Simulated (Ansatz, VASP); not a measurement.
## One calculation of As, two programs

```
As
1.0
     2.49035    0.00000    0.00000
     0.00000    2.49035    0.00000
     0.00000    0.00000    2.49035
As
1
Direct
  0.00000 0.00000 0.00000
```

Alike in both runs: task relaxation of cell and atoms; functional PBE; k mesh 13 × 13 × 13; occupations fermi-dirac, width 0.03 eV; no spin polarisation.

|  | VASP | Ansatz |
| --- | --- | --- |
| version | VASP 6.6.1 | Ansatz 0.2.0 |
| potentials or method | VASP PAW PBE potentials, release 64 (As) | PAW with Ansatz's default frozen-core files, scalar-relativistic |
| plane-wave cutoff (eV) | 600 | 420 |
| valence electrons in the cell | 5 | 15 |

Ansatz gave:

```
relaxed volume (Å³/atom)                                     : 20.33
relaxed cell length with the largest relative difference (Å) : 2.729
energy change over the relaxation (meV/atom)                 : -482
```

Task: What did VASP give for the same quantities?

Result: Relaxed volume (Å³/atom): 20.38; relaxed cell length with the largest relative difference (Å): 2.731; energy change over the relaxation (meV/atom): -496.

The two sets of potentials don't hold the same shells in valence.

Caveats: the volume moved by over 15 % at a fixed basis, so the end points are rough (VASP).
